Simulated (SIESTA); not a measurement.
The system is MoS2.

```xyz
3
Lattice="1.5800 0.9122 6.1500 -1.5800 0.9122 6.1500 0.0000 -1.8244 6.1500" Properties=species:S:1:pos:R:3 pbc="T T T"
Mo    0.0000    0.0000    0.0000
S     0.0000    0.0000    7.6936
S     0.0000    0.0000    4.6125
```

Measurements of this composition are mostly on another form, of space group No. 194.

Base run:

* Program: SIESTA 5.4.2
* Functional: PBEsol
* Potentials or basis: PseudoDojo 0.4 standard (PBEsol files)
* Basis: DZP (energy shift 0.003 Ry; two zetas on semicore shells)
* Grid cutoff: 800 Ry
* Energy shift: 0.003 Ry
* k mesh: 8 × 8 × 8
* Occupations: fermi-dirac, width 0.05 eV
* Spin: no spin polarisation
* Hubbard terms: Mo d U = 4 eV

Its results: band gap on the k mesh 1.08 eV, indirect (least direct gap 2.05 eV); pressure 1.2 GPa; largest force 0.466 eV/Å.

**Question.** After a change of settings the same cell gave: band gap on the k mesh 1.11 eV, indirect (least direct gap 2.03 eV); pressure -0.1 GPa; largest force 0.329 eV/Å. Which change was it?
A. hubbard terms from Mo d U = 4 eV to none
B. hubbard terms from Mo d U = 4 eV to Mo d U = 2 eV
C. hubbard terms from Mo d U = 4 eV to Mo d U = 6 eV

**Answer.** C.

Caveats: the basis of atomic orbitals isn't converged, which shifts pressures, moduli and gaps.

Runs at the PBE level aren't shown here.
